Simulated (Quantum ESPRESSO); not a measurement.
Crystal: YN.

```
Y N
1.0
     0.00000    2.43850    2.43850
     2.43850    0.00000    2.43850
     2.43850    2.43850    0.00000
Y N
1 1
Direct
  0.00000 0.00000 0.00000
  0.50000 0.50000 0.50000
```

Base run:

* Program: Quantum ESPRESSO 7.5
* Functional: LDA
* Potentials or basis: GBRV 1.5 LDA
* Cutoff: 612 eV
* Density cutoff: 4898 eV
* k mesh: 9 × 9 × 9
* Occupations: fermi-dirac, width 0.05 eV
* Spin: no spin polarisation

Its results: band gap on the k mesh 0.15 eV, indirect (least direct gap 0.55 eV); pressure -5.9 GPa.

Q: The run is repeated on the same cell with these changes: functional from LDA to PBEsol; potentials or basis from GBRV 1.5 LDA to GBRV 1.5 PBEsol. What comes out?

A: Band gap on the k mesh 0.16 eV, indirect (least direct gap 0.57 eV); pressure -2.1 GPa.

A k mesh can miss the band edges.
